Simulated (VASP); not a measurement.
Input of a VASP 6.6.1 run:

The input INCAR:

```
PREC = Accurate
ENCUT = 520
EDIFF = 1E-6
ISMEAR = 0
SIGMA = 0.1
LREAL = F
LASPH = T
NELM = 100
ALGO = Normal
ISIF = 2
LWAVE = F
LCHARG = F
GGA = PE
NBANDS = 10
```

File KPOINTS:

```
Automatic mesh
0
Gamma
  6 6 6
```

POSCAR

```
Cs
1.0
   -2.7500754600      2.7500754600      4.0972389800
    2.7500754600     -2.7500754600      4.0972389800
    2.7500754600      2.7500754600     -4.0972389800
Cs
1
Direct
    0.0000000000      0.0000000000      0.0000000000
```

Potentials or basis: VASP PAW PBE potentials, release 64 (Cs_sv).

Run with:

```sh
$ cat potpaw_PBE.64/Cs_sv/POTCAR > POTCAR
$ mpirun -np 1 vasp_std > vasp.out
```

Problem. Estimate the pressure.

Solution. -0.1 GPa.

Problem. What does it give for the band gap on the k mesh?

Solution. None (metal or under the smearing width).

Spin-orbit coupling is left out, which matters for the levels of Cs.
